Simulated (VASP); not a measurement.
# WC (P-6m2) in VASP: further runs

Runs on WC. Level: PBE. Tasks: relaxation of cell and atoms.

All numbers are computed with VASP 6.6.1; they aren't measurements. Logs are shortened: lines on timing, memory, paths and dates and some standing lists are left out, and cuts for length are marked.

### 1 The crystal as given

It takes space group P-6m2 (No. 187, hexagonal). Conventional cell: a = 2.907 Å, b = 2.907 Å, c = 2.837 Å, α = 90.00°, β = 90.00°, γ = 120.00°. W (site symmetry -6m2) has 6 C at 2.20 Å as nearest neighbours. C (site symmetry -6m2) is surrounded by 6 W at 2.20 Å.

### 2 Relaxation of cell and atoms, PBE

INCAR reads:

```
SYSTEM = WC
ALGO     = Fast           ! electronic algorithm
EDIFF    = 1E-7           ! SCF threshold, eV
EDIFFG   = -0.002         ! ionic threshold
ENCUT    = 520            ! plane-wave cutoff, eV
GGA      = PE             ! functional
IBRION   = 2              ! ionic algorithm
ISIF     = 3              ! what is computed and relaxed
ISMEAR   = 0              ! smearing method
LASPH    = .TRUE.         ! aspherical terms in the spheres
LCHARG   = .FALSE.        ! write CHGCAR
LREAL    = .FALSE.        ! projectors in reciprocal space
LWAVE    = .FALSE.        ! write WAVECAR
NELM     = 60             ! most SCF steps
NSW      = 80             ! ionic steps
PREC     = Accurate       ! precision mode
SIGMA    = 0.1            ! smearing width, eV
```

KPOINTS reads:

```
k-points
0
G
  18 18 14
  0 0 0
```

POSCAR reads:

```
WC
1.0
    2.9065000000      0.0000000000      0.0000000000
   -1.4532500000      2.5171028400      0.0000000000
    0.0000000000      0.0000000000      2.8366000000
W C
1 1
Direct
    0.0000000000      0.0000000000      0.0000000000
    0.6666666700      0.3333333300      0.5000000000
```

Potentials or basis: VASP PAW PBE potentials, release 64 (W_sv, C).

Run with:

```console
> cat potpaw_PBE.64/W_sv/POTCAR potpaw_PBE.64/C/POTCAR > POTCAR
> mpirun -np 1 vasp_std > vasp.out
```

OUTCAR:

```text
SYSTEM = WC
   EDIFF = 1E-7
   EDIFFG = -0.002
   ENCUT = 520
   GGA = PE
   IBRION = 2
   ISIF = 3
   ISMEAR = 0
   LASPH = .TRUE.
   LREAL = .FALSE.
   NELM = 60
   NSW = 80
   PREC = Accurate

 ion  position               nearest neighbor table
   1  0.000  0.000  0.000-   2 2.20   2 2.20   2 2.20   2 2.20   2 2.20   2 2.20
   2  0.667  0.333  0.500-   1 2.20   1 2.20   1 2.20   1 2.20   1 2.20   1 2.20

  LATTYP: Found a hexagonal cell.
 ALAT       =     2.9065000000
 C/A-ratio  =     0.9759504559

  Lattice vectors:

 A1 = (   2.9065000000,   0.0000000000,   0.0000000000)
 A2 = (  -1.4532500000,   2.5171028400,   0.0000000000)
 A3 = (   0.0000000000,   0.0000000000,   2.8366000000)

Analysis of symmetry for initial positions (statically):
=====================================================================
 Subroutine PRICEL returns:
 Original cell was already a primitive cell.

 Routine SETGRP: Setting up the symmetry group for a
 hexagonal supercell.

 Subroutine GETGRP returns: Found 12 space group operations
 (whereof 12 operations were pure point group operations)
 out of a pool of 24 trial point group operations.

The static configuration has the point symmetry D_3h.

Analysis of symmetry for dynamics (positions and initial velocities):
=====================================================================
 Subroutine PRICEL returns:
 Original cell was already a primitive cell.

 Routine SETGRP: Setting up the symmetry group for a
 hexagonal supercell.

 Subroutine GETGRP returns: Found 12 space group operations
 (whereof 12 operations were pure point group operations)
 out of a pool of 24 trial point group operations.

The dynamic configuration has the point symmetry D_3h.

 Subroutine INISYM returns: Found 12 space group operations
 (whereof 12 operations are pure point group operations),
 and found     1 'primitive' translations

----------------------------------------------------------------------------------------

                                     Primitive cell

  volume of cell :      20.7525

  direct lattice vectors                    reciprocal lattice vectors
     2.906500000  0.000000000  0.000000000     0.344056425  0.198641069  0.000000000
    -1.453250000  2.517102840  0.000000000     0.000000000  0.397282139  0.000000000
     0.000000000  0.000000000  2.836600000     0.000000000  0.000000000  0.352534725

  length of vectors
     2.906500000  2.906500003  2.836600000     0.397282139  0.397282139  0.352534725

  position of ions in fractional coordinates (direct lattice)
     0.000000000  0.000000000  0.000000000
     0.666666670  0.333333330  0.500000000

  ion indices of the primitive-cell ions
   primitive index   ion index
                 1           1
                 2           2

----------------------------------------------------------------------------------------

 KPOINTS: k-points

Automatic generation of k-mesh.
 Grid dimensions read from file:
 generate k-points for:   18   18   14

 Generating k-lattice:

  Cartesian coordinates                     Fractional coordinates (reciprocal lattice)
     0.019114246  0.011035615  0.000000000     0.055555556  0.000000000  0.000000000
     0.000000000  0.022071230  0.000000000     0.000000000  0.055555556  0.000000000
     0.000000000  0.000000000  0.025181052     0.000000000  0.000000000  0.071428571

  Length of vectors
     0.022071230  0.022071230  0.025181052

  Shift w.r.t. Gamma in fractional coordinates (k-lattice)
     0.000000000  0.000000000  0.000000000

 Subroutine IBZKPT returns following result:
 ===========================================

 Found    296 irreducible k-points:

 Following reciprocal coordinates:
            Coordinates               Weight
  0.000000  0.000000  0.000000      1.000000
  0.055556  0.000000  0.000000      6.000000
  0.111111  0.000000  0.000000      6.000000
  0.166667  0.000000  0.000000      6.000000
  0.222222  0.000000  0.000000      6.000000
  0.277778  0.000000  0.000000      6.000000
[... 16 lines left out ...]
  0.333333  0.111111  0.000000     12.000000
  0.388889  0.111111  0.000000     12.000000
 [... further k-points ...]
   k-points           NKPTS =    296   k-points in BZ     NKDIM =    296   number of bands    NBANDS=     13
   number of dos      NEDOS =    301   number of ions     NIONS =      2
   total plane-waves  NPLWV =  13824
   dimension x,y,z NGX =    24 NGY =   24 NGZ =   24
   dimension x,y,z NGXF=    48 NGYF=   48 NGZF=   48
   ions per type =               1   1
   NGX,Y,Z   is equivalent  to a cutoff of  13.73, 13.73, 14.07 a.u.
   NGXF,Y,Z  is equivalent  to a cutoff of  27.46, 27.46, 28.13 a.u.
 SYSTEM =  WC
   PREC   = accura    normal or accurate (medium, high low for compatibility)
   ISTART =      0    job   : 0-new  1-cont  2-samecut
   ICHARG =      2    charge: 1-file 2-atom 10-const
   ISPIN  =      1    spin polarized calculation?
   LNONCOLLINEAR =      F non collinear calculations
   LSORBIT =      F    spin-orbit coupling
   LASPH  =      T    aspherical Exc in radial PAW
   ENCUT  =  520.0 eV  38.22 Ry    6.18 a.u.   5.40  5.40  5.27*2*pi/ulx,y,z
   NELM   =     60;   NELMIN=  2; NELMDL= -5     # of ELM steps
   EDIFF  = 0.1E-06   stopping-criterion for ELM
   LREAL  =      F    real-space projection
   EDIFFG = -.2E-02   stopping-criterion for IOM
   NSW    =     80    number of steps for IOM
   IBRION =      2    ionic relax: 0-MD 1-quasi-New 2-CG
   NFREE  =      1    steps in history (QN), initial steepest desc. (CG)
   ISIF   =      3    stress and relaxation
   ISYM   =      2    0-nonsym 1-usesym 2-fastsym
   POTIM  = 0.5000    time-step for ionic-motion
   TEBEG  =    0.0;   TEEND  =   0.0 temperature during run
   PSTRESS=    0.0 pullay stress
   NELECT =      18.0000    total number of electrons
   NUPDOWN=      -1.0000    fix difference up-down
   EMIN   =  10.00;   EMAX   =-10.00  energy-range for DOS
   EFERMI =   0.00;   METHOD = LEGACY
   ISMEAR =     0;   SIGMA  =   0.10  broadening in eV -4-tet -1-fermi 0-gaus
   EFERMI_NEDOS =   21; number of points for ismear=-14 and -15
   IALGO  =     68    algorithm
   IMIX   =      4    mixing-type and parameters
     AMIX     =   0.40;   BMIX     =  1.00
     AMIX_MAG =   1.60;   BMIX_MAG =  1.00
  volume/ion in A,a.u.               =      10.38        70.02
  Fermi-wavevector in a.u.,A,eV,Ry     =   1.561262  2.950358 33.164744  2.437540
  Thomas-Fermi vector in A             =   2.664353
   LORBIT       =      0    0 simple, 1 ext, 2 COOP (PROOUT), +10 PAW based schemes
   GGA     = PE    functional components
   LHFCALC =     F    Hartree Fock is set to
   AEXX    =    0.0000 exact exchange contribution
   IVDW    =     0    specifies the selected vdW correction
   LEPSILON=     F    determine dielectric tensor
   LRPA    =     F    only Hartree local field effects (RPA)
 conjugate gradient relaxation of ions
 non-spin polarized calculation
 RMM-DIIS sequential band-by-band and
 Gauss-broadening in eV      SIGMA  =   0.10
  energy-cutoff  :      520.00
  volume of cell :       20.75
 maximum number of plane-waves:       580
 NGX is ok and might be reduce to    24
   NGX = 11   NGY = 11   NGZ = 11

--------------------------------------- Ionic step        1  -------------------------------------------

 number of electron      18.0000000 magnetization

 Free energy of the ion-electron system (eV)
  ---------------------------------------------------
  ext. energy  EPLUGINS =         0.00000000
  ---------------------------------------------------
  free energy    TOTEN  =       -22.44264732 eV

  energy without entropy =      -22.44131635  energy(sigma->0) =      -22.44198184

------------------------ aborting loop because EDIFF is reached ----------------------------------------

  FORCE on cell =-STRESS in cart. coord.  units (eV):
  Direction    XX          YY          ZZ          XY          YZ          ZX
  --------------------------------------------------------------------------------------
  -------------------------------------------------------------------------------------
  Total        0.8660600      0.8660600      0.8737394      0.0000000      0.0000000      0.0000000
  in kB       66.8635122     66.8635124     67.4563946      0.0000000      0.0000000      0.0000000
  external PRESSURE =      67.0611397 kB  Pullay stress =       0.0000000 kB
[... 165 lines left out ...]
  energy  without entropy=      -22.4484494764  energy(sigma->0) =      -22.44915463

--------------------------------------- Ionic step        6  -------------------------------------------

 number of electron      18.0000000 magnetization

 Free energy of the ion-electron system (eV)
  ---------------------------------------------------
  ext. energy  EPLUGINS =         0.00000000
  ---------------------------------------------------
  free energy    TOTEN  =       -22.44991196 eV

  energy without entropy =      -22.44851176  energy(sigma->0) =      -22.44921186

 E-fermi :  10.8266     XC(G=0): -13.7061

 val. band max:       10.8146847410   @ k =   0.4444   0.0000   0.5000
 cond. band min:      10.8340560674   @ k =   0.4444   0.0556   0.4286
 fundamental gap:      0.0193713264
 Fermi energy:        10.8266346941

 k-point     1 :       0.0000    0.0000    0.0000
  band No.  band energies     occupation
      1     -63.2003      2.00000
      2     -27.1773      2.00000
      3     -27.0869      2.00000
      4     -27.0869      2.00000
      5      -3.4816      2.00000
      6       6.6239      2.00000
      7       7.5676      2.00000
      8       7.5676      2.00000
      9      10.9377      0.11610
     10      13.9989      0.00000
     11      13.9989      0.00000
     12      16.3754      0.00000
     13      16.3754      0.00000
[... 353 lines left out ...]
 k-point    24 :       0.3889    0.1111    0.0000
  band No.  band energies     occupation
      1     -63.1468      2.00000
      2     -27.8011      2.00000
      3     -27.3171      2.00000
      4     -27.0737      2.00000
      5      -0.1707      2.00000
      6       4.0514      2.00000
      7       7.3012      2.00000
      8       7.4133      2.00000
      9      10.3456      2.00000
     10      12.6380      0.00000
     11      14.3233      0.00000
     12      15.5271      0.00000
     13      18.2437      0.00000

 [... further k-points ...]

------------------------ aborting loop because EDIFF is reached ----------------------------------------

  FORCE on cell =-STRESS in cart. coord.  units (eV):
  Direction    XX          YY          ZZ          XY          YZ          ZX
  --------------------------------------------------------------------------------------
  -------------------------------------------------------------------------------------
  Total        0.0030134      0.0030134      0.0024868      0.0000000      0.0000000      0.0000000
  in kB        0.2287669      0.2287669      0.1887872      0.0000000      0.0000000      0.0000000
  external PRESSURE =       0.2154403 kB  Pullay stress =       0.0000000 kB
[... 17 lines left out ...]
  FREE ENERGIE OF THE ION-ELECTRON SYSTEM (eV)
  ---------------------------------------------------
  free  energy   TOTEN  =       -22.4499119550 eV

  energy  without entropy=      -22.4485117629  energy(sigma->0) =      -22.44921186

 reached required accuracy - stopping structural energy minimisation
```

Run time: 1.9 min. Hardware: 1 thread of Intel Xeon 6975P-C (Granite Rapids), shared host; peak memory 0.22 GiB.

Results:

```
Free energy                            : -22.4499 eV
Relaxed volume                         : 10.55 Å³/atom
Relaxed cell                           : a = 2.924 Å, b = 2.924 Å, c = 2.850 Å, α = 90.00°, β = 90.00°, γ = 120.00°
Space group after relaxing (to 0.05 Å) : P-6m2 (No. 187)
Energy gained by relaxing              : 3.6 meV/atom
Ionic steps                            : 6
Pressure after relaxing                : 0.0 GPa
Band gap on the k mesh                 : none (metal or under the smearing width)
```

Step by step:
```csv
step,energy change (eV),largest force (eV/Å),pressure (GPa),volume (Å³)
1,0.0000,0.0000,6.71,20.75
2,0.0438,0.0000,-15.95,22.08
3,-0.0072,0.0000,-0.10,21.11
4,-0.0072,0.0000,0.02,21.10
5,-0.0072,0.0000,0.02,21.11
6,-0.0073,0.0000,0.02,21.10
```

Final structure:
```cif
data_structure
_symmetry_space_group_name_H-M 'P 1'
_symmetry_Int_Tables_number 1
_cell_length_a 2.9242
_cell_length_b 2.9242
_cell_length_c 2.8500
_cell_angle_alpha 90.000
_cell_angle_beta 90.000
_cell_angle_gamma 120.000
_cell_volume 21.10
loop_
_atom_site_label
_atom_site_type_symbol
_atom_site_fract_x
_atom_site_fract_y
_atom_site_fract_z
_atom_site_occupancy
W1 W 0.00000 0.00000 0.00000 1
C1 C 0.66667 0.33333 0.50000 1
```

Spin-orbit coupling is left out, which matters for the levels of W. Zero-point motion and thermal expansion aren't in these numbers.

(Continued in part 2 of 2.)
